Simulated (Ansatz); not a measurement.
Input and command of a calculation in Ansatz (plane waves; scalar-relativistic PAW potentials unless the input names others):

```yaml
crystal:
  lattice:
    - [-2.0447501001, 2.0447501001, 2.8916747216]
    - [2.0447501001, -2.0447501001, 2.8916747216]
    - [2.0447501001, 2.0447501001, -2.8916747216]
  atoms:
    - { symbol: Al, position: [0.75, 0.25, 0.5] }
    - { symbol: Al, position: [0.25, 0.75, 0.5] }
    - { symbol: Cu, position: [0.5, 0.5, 0.0] }
basis:
  ecutwfc: 420
kpoints:
  mp_grid: { grid: [16, 16, 16] }
hamiltonian:
  xc: pbe
scf:
  occupations: { method: gaussian, width: 0.1 }
  max_iter: 80
output:
  forces: true
  eigenvalues: true
  Stress: true
```

```bash
ansatz run input.yaml --threads 1 --pin off --max-ram 2560MiB --backend cpu --events-out ev --progress --plain --runs-dir out
```

What will the program do with this input?

The program refuses it, because of a misspelt key (the key output.stress typed as Stress). With the key spelt rightly it is accepted.

Abridged log:
```
Error: YAML parse error: error: line 22 column 3: unknown field `Stress`, expected one of write_density, write_potential, write_potential_components, volumetric_format, write_bands, fatbands, populations, hubbard, elf, band_densities, bader, dos, optics, efg, charged_corrections, wannier, polarization, topological_invariants, transmission, current_voltage, crpa, pair_interaction, rpa_energy, embedding, core_levels, xc_energy_on_converged_density, boltztrap, local_orbitals, orbitals, eigenstates, states_by_energy, atomic_orbital_hamiltonian, active_space, given_orbital_levels, support_matrices, ...
  --> <input>:22:3
   |
20 |   forces: true
21 |   eigenvalues: true
22 |   Stress: true
   |   ^ unknown field `Stress`, expected one of write_density, write_potential, write_potential_components, volumetric_format, write_bands, fatbands, populations, hubbard, elf, band_densities, bader, dos, optics, efg, charged_corrections, wannier, polarization, topological_invariants, transmission, current_voltage, crpa, pair_interaction, rpa_energy, embedding, core_levels, xc_energy_on_converged_density, boltztrap, local_orbitals, orbitals, eigenstates, states_by_energy, atomic_orbital_hamiltonian, active_space, given_orbital_levels, support_matrices, forces, stress, cutoff_correction, eigen ...
```